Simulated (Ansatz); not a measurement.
In YN (rock salt type) the Y atom of the primitive cell, with all its periodic images, is moved by 0.06 Å along [111].

```
Y N
1.0
     0.00000    2.46000    2.46000
     2.46000    0.00000    2.46000
     2.46000    2.46000    0.00000
Y N
1 1
Direct
  0.00704 0.00704 0.00704
  0.50000 0.50000 0.50000
```

Theory: PBE0, plane waves, all-electron PAW datasets generated for the crystal, point nucleus (Ansatz 0.2.0 development build).

Cutoff 310 eV; exchange singularity: Wigner-Seitz; k-mesh 4×4×4 Γ-centred; Fermi–Dirac smearing of 0.05 eV; no spin polarisation.

What force results?

The force on it along the displacement is 0.0135 eV/Å, a force constant of -0.23 eV/Å². The cell stands under a pressure of -3.3 GPa, which shifts the constant from its value at the relaxed volume. It is negative: the force pushes the atom further, so on this mesh the structure is unstable along this displacement. On a mesh this coarse the force constant of so soft a mode can lie far from its converged value, in sign too.

```
atom  Fx (eV/Å)  Fy (eV/Å)  Fz (eV/Å)
  Y1     0.0078     0.0078     0.0078
  N2    -0.0078    -0.0078    -0.0078
```

The k-mesh is coarse, so these values belong to this mesh and can lie far from the converged ones. Where the force pushes the moved atom further off its site, the soft mode may be real or faked by the k-mesh.
